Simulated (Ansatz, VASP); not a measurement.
One calculation of MgS, two programs

```
Mg S
1.0
     3.81941    0.00000    0.00000
     0.00000    5.40147    0.00000
     0.00000    0.00000    4.10153
Mg S
2 2
Cartesian
  0.0000 -0.0437 0.0000
  1.9097 2.6570 2.0508
  1.9097 1.3941 0.0000
  0.0000 4.0948 2.0508
```

The cell was built by a generator and needn't be a form met in nature.

Alike in both runs: functional LDA; k mesh 6 × 4 × 6; occupations gaussian, width 0.02 eV; no spin polarisation.

Ansatz relaxed the structure, and its values are those at the end. VASP's run is a single point on that final structure, the one shown.

|  | VASP | Ansatz |
| --- | --- | --- |
| version | VASP 6.6.1 | Ansatz 0.2.0 |
| potentials or method | VASP PAW LDA potentials, release 64 (Mg, S) | scalar-relativistic, plane waves, PAW |
| plane-wave cutoff (eV) | 520 | 420 |
| valence electrons in the cell | 16 | 32 |

```tsv
	VASP	Ansatz	Ansatz less VASP
gap on the k mesh at the Fermi level (eV)	3.22	3.22	+0.003
least direct gap on the mesh (eV)	3.22	3.22	+0.003
pressure (GPa)	1.6	2.0	+0.34
```

The two sets of potentials don't hold the same shells in valence. Ansatz warned: «pseudo_functional_mismatch».

A k mesh can miss the band edges.
